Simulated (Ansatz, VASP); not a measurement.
# Al: VASP beside Ansatz

```
CELL_PARAMETERS angstrom
4.46776 -2.02537 -0.44428
4.46776 2.02537 -0.44428
-0.55289 0.00000 2.78519
ATOMIC_POSITIONS crystal
Al 0.66666 0.66666 0.66667
Al 0.33334 0.33334 0.33333
Al 0.00000 0.00000 0.00000
```

Alike in both runs: functional PBE; k mesh 6 × 6 × 6; occupations gaussian, width 0.1 eV; no spin polarisation.

Ansatz relaxed the structure, and its values are those at the end. VASP's run is a single point on that final structure, the one shown.

|  | VASP | Ansatz |
| --- | --- | --- |
| version | VASP 6.6.1 | Ansatz 0.2.0 |
| potentials or method | VASP PAW PBE potentials, release 64 (Al) | scalar-relativistic, plane waves, PAW |
| plane-wave cutoff (eV) | 520 | 420 |
| valence electrons in the cell | 9 | 9 |

```tsv
	VASP	Ansatz	Ansatz less VASP
gap on the k mesh at the Fermi level (eV)	none	none	-
pressure (GPa)	0.0	0.0	+0.04
```

A gap of «none» marks a metal or a gap that the smearing closes.

Caveats: the k mesh is coarse (spacing up to 0.39 Å⁻¹), so the values aren't converged.
